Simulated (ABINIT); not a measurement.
# SiC (Moissanite) (P6_3mc) in ABINIT: single point with PBE

Aim: the single point of SiC (Moissanite) with PBE.

Everything below comes from runs of ABINIT 10.8.3 (patched build). Logs are shortened: lines on timing, memory, paths and dates and some standing lists are left out, and cuts for length are marked. The log counts tension as positive stress, the text compression.

**1. The structure**

The structure is hexagonal, space group P6_3mc (No. 186). Conventional cell: a = 3.076 Å, b = 3.076 Å, c = 5.048 Å, α = 90.00°, β = 90.00°, γ = 120.00°. Si (site symmetry 3m) is surrounded by 4 C at 1.87 to 1.94 Å. C (site symmetry 3m) is surrounded by 4 Si at 1.87 to 1.94 Å.

**2. Single point, PBE**

Contents of run.abi:

```
pp_dirpath "./"
pseudos "Si.upf, C.upf"

acell 5.8127975593 5.8127975593 9.5393374771
rprim
     1.0000000000     0.0000000000     0.0000000000
    -0.5000000000     0.8660254038     0.0000000000
     0.0000000000     0.0000000000     1.0000000000
ntypat 2
znucl 14 6
natom 4
typat 1 1 2 2
xcart
     1.5380000002     0.8879647139     2.5240000000
    -0.0000000002     1.7759294281     0.0000000000
     1.5380000002     0.8879647139     4.4674800000
    -0.0000000002     1.7759294281     1.9434800000 Angstrom

ecut 31.0

kptopt 1
ngkpt 8 8 4
nshiftk 1
shiftk 0.0 0.0 0.0

ixc 11

nband 12
occopt 3
tsmear 0.05 eV

nstep 100
tolvrs 1.0e-10

iomode 3
prtwf 0
prtden 0
prteig 0
prtebands 0
enunit 1
```

Potentials or basis: PseudoDojo NC SR PBE v0.4.1 standard.

Command:

```
mpirun --bind-to none -np 4 abinit run.abi > log 2>&1
```

run.abo:

```text
.Version 10.8.3 of ABINIT
 Symmetries : space group P6_3 m c (#186); Bravais hP (primitive hexag.)
================================================================================
 Values of the parameters that define the memory need of the present run
     intxc =       0    ionmov =       0      iscf =       7    lmnmax =       6
     lnmax =       6     mgfft =      48  mpssoang =       3    mqgrid =    3001
     natom =       4  nloc_mem =       1    nspden =       1   nspinor =       1
    nsppol =       1      nsym =      12    n1xccc =    2501    ntypat =       2
    occopt =       3   xclevel =       2
       mpw =        2319          nfft =       43200          nkpt =          30
================================================================================
================================================================================

--------------------------------------------------------------------------------
------------- Echo of variables that govern the present computation ------------
--------------------------------------------------------------------------------
 -outvars: echo values of preprocessed input variables --------
            acell      5.8127975593E+00  5.8127975593E+00  9.5393374771E+00 Bohr
              amu      2.80855000E+01  1.20110000E+01
             ecut      3.10000000E+01 Hartree
           enunit           1
              ixc          11
         kptrlatt        8    0    0      0    8    0      0    0    4
          kptrlen      3.81573499E+01
            natom           4
            nband          12
            ngfft          30      30      48
             nkpt          30
            nstep         100
             nsym          12
           ntypat           2
           occopt           3
           prtden           0
        prtebands           0
           prteig           0
            prtwf           0
            rprim      1.0000000000E+00  0.0000000000E+00  0.0000000000E+00
                      -5.0000000000E-01  8.6602540380E-01  0.0000000000E+00
                       0.0000000000E+00  0.0000000000E+00  1.0000000000E+00
          spgroup         186
           tolvrs      1.00000000E-10
           tsmear      1.83746611E-03 Hartree
            typat      1  1  2  2
           xangst      1.5379999995E+00  8.8796471429E-01  2.5239999983E+00
                       5.2816337718E-10  1.7759294277E+00  0.0000000000E+00
                       1.5379999995E+00  8.8796471429E-01  4.4674799983E+00
                       5.2816337718E-10  1.7759294277E+00  1.9434800000E+00
            xcart      2.9063987806E+00  1.6780101195E+00  4.7696687386E+00
                       9.9808413260E-10  3.3560202373E+00  0.0000000000E+00
                       2.9063987806E+00  1.6780101195E+00  8.4423136697E+00
                       9.9808413260E-10  3.3560202373E+00  3.6726449312E+00
             xred      6.6666666700E-01  3.3333333366E-01  5.0000000000E-01
                       3.3333333367E-01  6.6666666699E-01  0.0000000000E+00
                       6.6666666700E-01  3.3333333366E-01  8.8500000026E-01
                       3.3333333367E-01  6.6666666699E-01  3.8500000026E-01
            znucl       14.00000    6.00000

================================================================================

 chkinp: Checking input parameters for consistency.

================================================================================
== DATASET  1 ==================================================================

--- !DatasetInfo
iteration_state: {dtset: 1, }
dimensions: {natom: 4, nkpt: 30, mband: 12, nsppol: 1, nspinor: 1, nspden: 1, mpw: 2319, }
cutoff_energies: {ecut:  31.0, pawecutdg:  -1.0, }
electrons: {nelect:   1.60000000E+01, charge:   0.00000000E+00, occopt:   3.00000000E+00, tsmear:   1.83746611E-03, }
meta: {optdriver: 0, ionmov: 0, optcell: 0, iscf: 7, paral_kgb: 0, }
...

 Exchange-correlation functional for the present dataset will be:
  GGA: Perdew-Burke-Ernzerhof functional - ixc=11
  J.P.Perdew, K.Burke, M.Ernzerhof, PRL 77, 3865 (1996)

 Real(R)+Recip(G) space primitive vectors, cartesian coordinates (Bohr,Bohr^-1):
 R(1)=  5.8127976  0.0000000  0.0000000  G(1)=  0.1720342  0.0993240  0.0000000
 R(2)= -2.9063988  5.0340304  0.0000000  G(2)=  0.0000000  0.1986480  0.0000000
 R(3)=  0.0000000  0.0000000  9.5393375  G(3)=  0.0000000  0.0000000  0.1048291
 Unit cell volume ucvol=  2.7913818E+02 bohr^3
 Angles (23,13,12)=  9.00000000E+01  9.00000000E+01  1.20000000E+02 degrees

 getcut: wavevector=  0.0000  0.0000  0.0000  ngfft=  30  30  48
         ecut(hartree)=     31.000   => boxcut(ratio)=   2.00760

--- Pseudopotential description ------------------------------------------------
- pspini: atom type   1  psp file is ./Si.upf
12 -101130 2 -1 1510                          pspcod,pspxc,lmax,lloc,mmax
     nproj     2     2     2

- pspini: atom type   2  psp file is ./C.upf
12 -101130 1 -1 1248                          pspcod,pspxc,lmax,lloc,mmax
     nproj     2     2     0

   4.37013837E+02                                ecore*ucvol(ha*bohr**3)
--------------------------------------------------------------------------------

================================================================================

--- !BeginCycle
iteration_state: {dtset: 1, }
solver: {iscf: 7, nstep: 100, nline: 4, wfoptalg: 0, }
tolerances: {tolvrs: 1.00E-10, }
...

     iter   Etot(hartree)      deltaE(h)  residm     vres2
 ETOT  1  -20.345079788581    -2.035E+01 4.158E-02 4.563E+02
 ETOT  2  -20.461306167390    -1.162E-01 5.037E-02 1.895E+02
 ETOT  3  -20.535565216613    -7.426E-02 6.922E-03 1.394E-01
 ETOT  4  -20.535655603405    -9.039E-05 7.329E-04 8.970E-03
 ETOT  5  -20.535657660878    -2.057E-06 5.245E-04 2.840E-04
 ETOT  6  -20.535657699045    -3.817E-08 3.441E-04 6.086E-06
 ETOT  7  -20.535657700889    -1.844E-09 4.420E-04 7.550E-08
 ETOT  8  -20.535657700897    -8.722E-12 2.653E-04 4.172E-09
 ETOT  9  -20.535657700899    -1.229E-12 3.092E-04 9.035E-11

 At SCF step    9       vres2   =  9.03E-11 < tolvrs=  1.00E-10 =>converged.

 Cartesian components of stress tensor (hartree/bohr^3)
  sigma(1 1)= -1.28952741E-04  sigma(3 2)=  0.00000000E+00
  sigma(2 2)= -1.28952742E-04  sigma(3 1)=  0.00000000E+00
  sigma(3 3)=  3.98279143E-05  sigma(2 1)=  0.00000000E+00

--- !ResultsGS
iteration_state: {dtset: 1, }
comment   : Summary of ground state results
lattice_vectors:
- [  5.8127976,   0.0000000,   0.0000000, ]
- [ -2.9063988,   5.0340304,   0.0000000, ]
- [  0.0000000,   0.0000000,   9.5393375, ]
lattice_lengths: [   5.81280,    5.81280,    9.53934, ]
lattice_angles: [ 90.000,  90.000, 120.000, ] # degrees, (23, 13, 12)
lattice_volume:   2.7913818E+02
convergence: {deltae: -1.229E-12, res2:  9.035E-11, residm:  3.092E-04, diffor: null, }
etotal    :  -2.05356577E+01
entropy   :   0.00000000E+00
fermie    :   3.08396927E-01
cartesian_stress_tensor: # hartree/bohr^3
- [ -1.28952741E-04,   0.00000000E+00,   0.00000000E+00, ]
- [  0.00000000E+00,  -1.28952742E-04,   0.00000000E+00, ]
- [  0.00000000E+00,   0.00000000E+00,   3.98279143E-05, ]
pressure_GPa:   2.1387E+00
xred      :
- [  6.6667E-01,   3.3333E-01,   5.0000E-01, Si]
- [  3.3333E-01,   6.6667E-01,   0.0000E+00, Si]
- [  6.6667E-01,   3.3333E-01,   8.8500E-01,  C]
- [  3.3333E-01,   6.6667E-01,   3.8500E-01,  C]
cartesian_forces: # hartree/bohr
- [  3.24258954E-28,  -1.87210994E-28,   1.47307458E-02, ]
- [ -2.31613539E-28,   1.33722139E-28,   1.47307458E-02, ]
- [ -4.63227077E-29,   2.67444278E-29,  -1.47307458E-02, ]
- [ -4.63227077E-29,   2.67444278E-29,  -1.47307458E-02, ]
force_length_stats: {min:   1.47307458E-02, max:   1.47307458E-02, mean:   1.47307458E-02, }
...

 Integrated electronic density in atomic spheres:
 ------------------------------------------------
 Atom  Sphere_radius  Integrated_density
    1        2.00000          1.94245865
    2        2.00000          1.94245865
    3        2.00000          4.24802727
    4        2.00000          4.24802727
================================================================================

 ----iterations are completed or convergence reached----

 Mean square residual over all n,k,spin=   22.005E-07; max=  30.917E-05
 reduced coordinates (array xred) for    4 atoms
       0.666666667002      0.333333333660      0.500000000000
       0.333333333668      0.666666666993      0.000000000000
       0.666666667002      0.333333333660      0.885000000262
       0.333333333668      0.666666666993      0.385000000262
 rms dE/dt=  8.1130E-02; max dE/dt=  1.4052E-01; dE/dt below (all hartree)
    1      -0.000000000000      0.000000000000     -0.140521465050
    2       0.000000000000     -0.000000000000     -0.140521465050
    3       0.000000000000      0.000000000000      0.140521645088
    4       0.000000000000      0.000000000000      0.140521645088

 cartesian coordinates (angstrom) at end:
    1      1.53799999947184     0.88796471429014     2.52399999828481
    2      0.00000000052816     1.77592942770986     0.00000000000000
    3      1.53799999947184     0.88796471429014     4.46747999828481
    4      0.00000000052816     1.77592942770986     1.94348000000000

 cartesian forces (hartree/bohr) at end:
    1      0.00000000000000    -0.00000000000000     0.01473074575741
    2     -0.00000000000000     0.00000000000000     0.01473074575741
    3     -0.00000000000000     0.00000000000000    -0.01473074575741
    4     -0.00000000000000     0.00000000000000    -0.01473074575741
 frms,max,avg= 8.5048000E-03 1.4730746E-02   0.000E+00  0.000E+00 -9.437E-09 h/b

 cartesian forces (eV/Angstrom) at end:
    1      0.00000000000000    -0.00000000000000     0.75748540282781
    2     -0.00000000000000     0.00000000000000     0.75748540282781
    3     -0.00000000000000     0.00000000000000    -0.75748540282781
    4     -0.00000000000000     0.00000000000000    -0.75748540282781
 frms,max,avg= 4.3733440E-01 7.5748540E-01   0.000E+00  0.000E+00 -4.852E-07 e/A
 length scales=  5.812797559300  5.812797559300  9.539337477100 bohr
              =  3.075999997887  3.075999997887  5.047999996570 angstroms
 Fermi (or HOMO) energy (eV) =   8.39191   Average Vxc (eV)= -11.28421
 Eigenvalues (   eV  ) for nkpt=  30  k points:
 kpt#   1, nband= 12, wtk=  0.00391, kpt=  0.0000  0.0000  0.0000 (reduced coord)
  -8.59560   -5.09486   -1.56329    5.58005    5.58005    6.86286    6.86286    7.13946
  11.75570   13.15219   13.64823   13.64823
 prteigrs : prtvol=0 or 1, do not print more k-points.

--- !EnergyTerms
iteration_state     : {dtset: 1, }
comment             : Components of total free energy in Hartree
kinetic             :  1.17814617230404E+01
hartree             :  2.37199692240563E+00
xc                  : -7.56170469134540E+00
Ewald energy        : -2.08945946020828E+01
psp_core            :  1.56558245917493E+00
local_psp           : -8.32601816453599E+00
non_local_psp       :  5.27618652444707E-01
internal            : -2.05356577008986E+01
'-kT*entropy'       : -1.27061864434295E-14
total_energy        : -2.05356577008986E+01
total_energy_eV     : -5.58803713514405E+02
band_energy         :  5.53717127459773E-01
...

 Cartesian components of stress tensor (hartree/bohr^3)
  sigma(1 1)= -1.28952741E-04  sigma(3 2)=  0.00000000E+00
  sigma(2 2)= -1.28952742E-04  sigma(3 1)=  0.00000000E+00
  sigma(3 3)=  3.98279143E-05  sigma(2 1)=  0.00000000E+00

-Cartesian components of stress tensor (GPa)         [Pressure=  2.1387E+00 GPa]
- sigma(1 1)= -3.79392064E+00  sigma(3 2)=  0.00000000E+00
- sigma(2 2)= -3.79392064E+00  sigma(3 1)=  0.00000000E+00
- sigma(3 3)=  1.17177770E+00  sigma(2 1)=  0.00000000E+00

== END DATASET(S) ==============================================================
================================================================================

 -outvars: echo values of variables after computation  --------
            acell      5.8127975593E+00  5.8127975593E+00  9.5393374771E+00 Bohr
           etotal     -2.0535657701E+01
            fcart      3.2425895397E-28 -1.8721099436E-28  1.4730745757E-02
                      -2.3161353855E-28  1.3372213883E-28  1.4730745757E-02
                      -4.6322707710E-29  2.6744427765E-29 -1.4730745757E-02
                      -4.6322707710E-29  2.6744427765E-29 -1.4730745757E-02
            rprim      1.0000000000E+00  0.0000000000E+00  0.0000000000E+00
                      -5.0000000000E-01  8.6602540380E-01  0.0000000000E+00
                       0.0000000000E+00  0.0000000000E+00  1.0000000000E+00
           strten     -1.2895274144E-04 -1.2895274164E-04  3.9827914338E-05
                       0.0000000000E+00  0.0000000000E+00  0.0000000000E+00
           xangst      1.5379999995E+00  8.8796471429E-01  2.5239999983E+00
                       5.2816337718E-10  1.7759294277E+00  0.0000000000E+00
                       1.5379999995E+00  8.8796471429E-01  4.4674799983E+00
                       5.2816337718E-10  1.7759294277E+00  1.9434800000E+00
             xred      6.6666666700E-01  3.3333333366E-01  5.0000000000E-01
                       3.3333333367E-01  6.6666666699E-01  0.0000000000E+00
                       6.6666666700E-01  3.3333333366E-01  8.8500000026E-01
                       3.3333333367E-01  6.6666666699E-01  3.8500000026E-01
 Calculation completed.
```

Run time: 8.4 s. Hardware: 4 MPI ranks of Arm Neoverse V1, shared host; peak memory 0.24 GiB.

Results:

```
Free energy                                           : -558.8037 eV
Largest force                                         : 0.757 eV/Å
Band gap on the k mesh                                : 2.58 eV, indirect (least direct gap 4.08 eV)
Valence electrons inside the program's atomic spheres : Si 1.94; C 4.25
```

Forces on the atoms (eV/Å):
```
Si   0.000  0.000  0.757
Si   0.000  0.000  0.757
C    0.000  0.000 -0.757
C    0.000  0.000 -0.757
```

Caveat: the cutoff is too short for stress, so the log's stress isn't used. A k mesh can miss the band edges.
